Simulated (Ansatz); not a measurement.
# AlP: the cost of one run

Program: Ansatz 0.2.0. Level of theory: DFT LDA, scalar-relativistic, plane waves, PAW. These are calculated values, not measurements.

### 1 Starting point

Symmetry: F-43m, No. 216, cubic system. Conventional cell: a = 5.348 Å, b = 5.348 Å, c = 5.348 Å, α = 90.00°, β = 90.00°, γ = 90.00°. Al (site symmetry -43m) is surrounded by 4 P at 2.32 Å. P (site symmetry -43m) is surrounded by 4 Al at 2.32 Å.

Coordinates:

```
CELL_PARAMETERS angstrom
0.00000 2.67394 2.67394
2.67394 0.00000 2.67394
2.67394 2.67394 0.00000
ATOMIC_POSITIONS crystal
Al 0.00000 0.00000 0.00000
P 0.25000 0.25000 0.25000
```

This is a trial structure built by rule; it need not be a known or stable form of this composition.

This is a trial structure, the zincblende prototype, and another one may lie lower.

### 2 Coarse point 1 of the search for the rest volume

input.yaml reads:

```yaml
crystal:
  lattice:
    - [0.0, 2.6739400367, 2.6739400367]
    - [2.6739400367, 0.0, 2.6739400367]
    - [2.6739400367, 2.6739400367, 0.0]
  atoms:
    - { symbol: Al, position: [0.0, 0.0, 0.0] }
    - { symbol: P, position: [0.25, 0.25, 0.25] }
basis:
  ecutwfc: 420
kpoints:
  mp_grid: { grid: [6, 6, 6] }
hamiltonian:
  xc: lda
scf:
  occupations: { method: gaussian, width: 0.05 }
output:
  forces: true
  stress: true
  eigenvalues: true
```

The run is started by

```
$ ansatz run input.yaml --threads 1 --pin off --max-ram 1228MiB --backend cpu --events-out ev --progress --plain --runs-dir out
```

What time and memory should one allow on 1 thread of an Arm CPU, shared host?

About 1.5 s, with a peak of 0.25 GiB.
